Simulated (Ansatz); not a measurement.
# CuI (Marshite) (F-43m) in Ansatz: settings compared, part 2 of 2

Ansatz 0.2.0. Earlier steps stand in the parts before.

### 4 Band structure, PBE0

Input file input.yaml:

```yaml
crystal:
  lattice:
    - [0.0, 3.0315, 3.0315]
    - [3.0315, 0.0, 3.0315]
    - [3.0315, 3.0315, 0.0]
  atoms:
    - { symbol: I, position: [0.0, 0.0, 0.0] }
    - { symbol: Cu, position: [0.75, 0.75, 0.75] }
hamiltonian:
  xc: pbe0
  pseudopotentials: { kind: paw }
kpoints:
  mp_grid: { grid: [4, 4, 4] }
  band_path:
    path:
      - [[0.0, 0.0, 0.0], [0.5, 0.0, 0.5], [0.5, 0.25, 0.75], [0.375, 0.375, 0.75], [0.0, 0.0, 0.0], [0.5, 0.5, 0.5], [0.625, 0.25, 0.625], [0.5, 0.25, 0.75], [0.5, 0.5, 0.5], [0.375, 0.375, 0.75]]
      - [[0.625, 0.25, 0.625], [0.5, 0.0, 0.5]]
    npoints: 4
scf:
  occupations: { method: fermi_dirac, width: 0.05 }
  n_extra_bands: 6
output:
  forces: true
  stress: true
  eigenvalues: true
  fatbands: false
```

Command:

```
$ ansatz run input.yaml --threads 2 --pin off --max-ram 5632MiB --backend cpu --events-out ev --progress --plain --runs-dir out
```

Wall time 6.6 min (2 threads of Intel Xeon at 2.50GHz (Skylake/Cascade Lake), shared host); peak memory 0.82 GiB.

Results (log left out):

- Free energy: -14141.6421 eV
- Pressure: 0.7 GPa
- Band gap on the k mesh: 3.33 eV, direct
- Band gap along the path: 3.33 eV, direct

Levels at the corners of the path, in eV from the valence-band top:
| point | band 14 | band 15 | band 16 | band 17 | band 18 | band 19 | band 20 | band 21 | band 22 | band 23 |
| --- | --- | --- | --- | --- | --- | --- | --- | --- | --- | --- |
| Γ | -2.54 | -2.54 | 0.00 | 0.00 | 0.00 | 3.33 | 7.06 | 7.06 | 7.06 | 10.56 |
| X | -2.55 | -2.47 | -2.34 | -1.98 | -1.98 | 4.60 | 4.99 | 11.61 | 12.34 | 12.34 |
| W | -2.62 | -2.44 | -2.43 | -2.30 | -1.73 | 6.62 | 6.91 | 8.29 | 8.46 | 12.84 |
| K | -2.67 | -2.53 | -2.37 | -2.05 | -1.61 | 5.13 | 6.82 | 9.79 | 10.23 | 10.79 |
| Γ | -2.54 | -2.54 | 0.00 | 0.00 | 0.00 | 3.33 | 7.06 | 7.06 | 7.06 | 10.56 |
| L | -2.52 | -2.52 | -2.47 | -0.85 | -0.85 | 4.33 | 7.57 | 7.57 | 9.52 | 11.49 |
| U | -2.67 | -2.53 | -2.37 | -2.05 | -1.61 | 5.13 | 6.82 | 9.79 | 10.23 | 10.79 |
| W | -2.62 | -2.44 | -2.43 | -2.30 | -1.73 | 6.62 | 6.91 | 8.29 | 8.46 | 12.84 |
| L | -2.52 | -2.52 | -2.47 | -0.85 | -0.85 | 4.33 | 7.57 | 7.57 | 9.52 | 11.49 |
| K | -2.67 | -2.53 | -2.37 | -2.05 | -1.61 | 5.13 | 6.82 | 9.79 | 10.23 | 10.79 |
| U | -2.67 | -2.53 | -2.37 | -2.05 | -1.61 | 5.13 | 6.82 | 9.79 | 10.23 | 10.79 |
| X | -2.55 | -2.47 | -2.34 | -1.98 | -1.98 | 4.60 | 4.99 | 11.61 | 12.34 | 12.34 |

Caveat: the k mesh is coarse (spacing up to 0.45 Å⁻¹), so the values aren't converged, least of all with exact exchange; spin-orbit coupling is left out, which moves the levels of the heavy elements; the PAW data sets come from PBE, with cores solved anew for the run's functional, which leaves a small shift of forces and pressure; the thresholds are loose for stress.

### 5 Born charges and dielectric tensor, PBEsol

Input file input.yaml:

```yaml
crystal:
  lattice:
    - [0.0, 3.0315, 3.0315]
    - [3.0315, 0.0, 3.0315]
    - [3.0315, 3.0315, 0.0]
  atoms:
    - { symbol: I, position: [0.0, 0.0, 0.0] }
    - { symbol: Cu, position: [0.75, 0.75, 0.75] }
hamiltonian:
  xc: pbesol
  pseudopotentials: { kind: paw }
kpoints:
  mp_grid: { grid: [8, 8, 8] }
scf:
  occupations: { method: fixed }
output:
  eigenvalues: true
dielectric:
  method: response
```

Potentials or basis: Ansatz PAW.

Command:

```
$ ansatz run input.yaml --threads 2 --pin off --max-ram 5632MiB --backend cpu --events-out ev --progress --plain --runs-dir out
```

What it wrote:

```text
Warning: RAYON_NUM_THREADS=2 ignored (pool sized by the plan → 2); use --threads N
Engine: ansatz 0.2.0, x86_64-unknown-linux-gnu
Pseudopotentials: kind: paw
Pseudopotential: I, paw, valence charge 17, recommended cutoff 420 eV (normal), I.paw.azcp
Pseudopotential: Cu, paw, valence charge 19, recommended cutoff 420 eV (normal), Cu.paw.azcp
Functional definition: PBEsol
  exchange = pbesol_x
  correlation = pbesol_c
Crystal: 2 atoms, lattice volume = 55.719 Å³
Basis set: ecut = 420 eV, 1067 PW (Γ), exchange–correlation on 60×60×60 points (8 copies of the dense FFT grid, shifted against one another)
Bands: 22, of which v1, the nominal top of the filled ones, is band 18 counted from 1 (17 counted from 0)
Symmetry: 24 space group operations
k-points: 95 of 512 (irreducible under 4 space group operations, time reversal used)
Non-local potential: I, projectors of the file, l = 0: 2, l = 1: 2, l = 2: 2, l = 3: 2
[... 58 lines left out ...]
  k-point 1: bands = ["-103.1840", "-60.7490", "-60.7490", "-60.7490", "-37.6818", "-37.6817", "-37.6817", "-37.6767", "-37.6767", "-5.9738", "4.0445", "4.3530", "4.3530", "6.1261", "6.1261", "7.3638", "7.8857", "7.8857", "9.7266", "12.7255", "13.0596", "13.0596"]
  k-point 2: bands = ["-103.1840", "-60.7491", "-60.7490", "-60.7490", "-37.6818", "-37.6816", "-37.6816", "-37.6767", "-37.6767", "-5.7873", "3.3329", "4.3637", "4.3637", "6.1229", "6.1229", "6.7107", "7.6281", "7.6281", "10.1778", "13.3842", "13.3967", "13.3967"]
  k-point 94: bands = ["-103.1840", "-60.7491", "-60.7491", "-60.7491", "-37.6817", "-37.6816", "-37.6812", "-37.6767", "-37.6765", "-5.2998", "2.8668", "3.4483", "4.1400", "6.0693", "6.0759", "6.2151", "6.3851", "6.7289", "12.4713", "12.5646", "13.9385", "14.2950"]
--- Dielectric response (ions clamped): 3 representative field directions + reference, inside a basis on a mesh of 512 k-points (Σ response iterations 15) ---
  ε∞ (high-frequency dielectric tensor):
        6.589587     0.000000     0.000000
        0.000000     6.589587     0.000000
        0.000000     0.000000     6.589587
  Born effective charges Z* (e; rows j = field, columns β = displacement):
    site 0:
        -1.10241   -0.00000   -0.00000
        -0.00000   -1.10241   -0.00000
         0.00000   -0.00000   -1.10241
    site 1:
         1.10241    0.00000    0.00000
         0.00000    1.10241    0.00000
        -0.00000    0.00000    1.10241
  Z* charge neutrality: 1.980e-4 e pre-enforcement
  solved inside a basis spanned on kpoints, on 8×8×8 k-points, its susceptibility summed on 12×12×12: ε∞ is read to err by 2.0e-2, Z* by 2.0e-2 e (field_mesh: kpoints solves on kpoints); Z* is corrected for what the basis lacks
```

It took 91 s on 2 threads of Intel Xeon at 2.50GHz (Skylake/Cascade Lake), shared host; peak memory 0.73 GiB.

Results:

```yaml
Free_energy: -14021.2605 eV
Band_gap_on_the_k_mesh: 1.01 eV, direct
Electronic_dielectric_tensor_diagonal: 6.59
Born_charges_mean_of_the_diagonal: I -1.10; Cu +1.10 e
```

Levels at points of the mesh, in eV from the valence-band top:
| k point | band 15 | band 16 | band 17 | band 18 | band 19 | band 20 | band 21 | band 22 |
| --- | --- | --- | --- | --- | --- | --- | --- | --- |
| (0.00, 0.00, 0.00) | -1.87 | 0.00 | 0.00 | 0.00 | 1.01 | 4.84 | 4.84 | 4.84 |
| (0.00, 0.00, -0.50) | -1.84 | -1.80 | -0.72 | -0.72 | 2.07 | 5.37 | 5.37 | 7.23 |
| (0.00, -0.50, -0.50) | -1.82 | -1.78 | -1.51 | -1.51 | 2.60 | 2.84 | 9.05 | 9.70 |
| (-0.50, 0.00, 0.00) | -1.84 | -1.80 | -0.72 | -0.72 | 2.07 | 5.37 | 5.37 | 7.23 |
| (-0.50, 0.00, -0.50) | -1.82 | -1.78 | -1.51 | -1.51 | 2.60 | 2.84 | 9.05 | 9.70 |

Electronic dielectric tensor:
```
6.59 0.00 0.00
0.00 6.59 0.00
0.00 0.00 6.59
```

Born effective charge tensors (e):
atom 1, I
```
-1.10  0.00  0.00
 0.00 -1.10  0.00
 0.00  0.00 -1.10
```
atom 2, Cu
```
1.10 0.00 0.00
0.00 1.10 0.00
0.00 0.00 1.10
```

Caveat: spin-orbit coupling is left out, which moves the levels of the heavy elements; the PAW data sets come from PBE, with cores solved anew for the run's functional, which leaves a small shift of forces and pressure.

### 6 Summary

| task | level | k mesh | smearing | points for each segment of the path | mesh quality | gap on the mesh (eV) | pressure (GPa) |
| --- | --- | --- | --- | --- | --- | --- | --- |
| band structure | RPBE | 8 × 8 × 8 | fermi-dirac 0.05 eV | 14 | not flagged | 1.26 | 2.4 |
| band structure | revPBE | 8 × 8 × 8 | fermi-dirac 0.05 eV | 14 | not flagged | 1.22 | 1.8 |
| band structure | PBE0 | 4 × 4 × 4 | fermi-dirac 0.05 eV | 4 | coarse | 3.33 | 0.7 |
| Born charges and dielectric tensor | PBEsol | 8 × 8 × 8 | fixed | - | not flagged | 1.01 | - |

Alike in all rows: potentials or basis Ansatz PAW; no spin polarisation; cell as given; cutoff (eV) 420.

Caveats: some runs use coarse meshes; spin-orbit coupling is left out, which moves the levels of the heavy elements; the PAW data sets come from PBE, with cores solved anew for the run's functional, which leaves a small shift of forces and pressure; the thresholds are loose for stress (some runs).

Total energies depend on the potentials used, so only differences within one code and one set of settings carry meaning.

### 7 Against experiment

Step 5. A measured high-frequency dielectric constant of CuI is 4.84 (a printed reference work, data compilation); the calculated 6.59 misses it by +36.1 %. So large a miss can be the level of theory's own, or it may mean another phase, state or a wrong row.
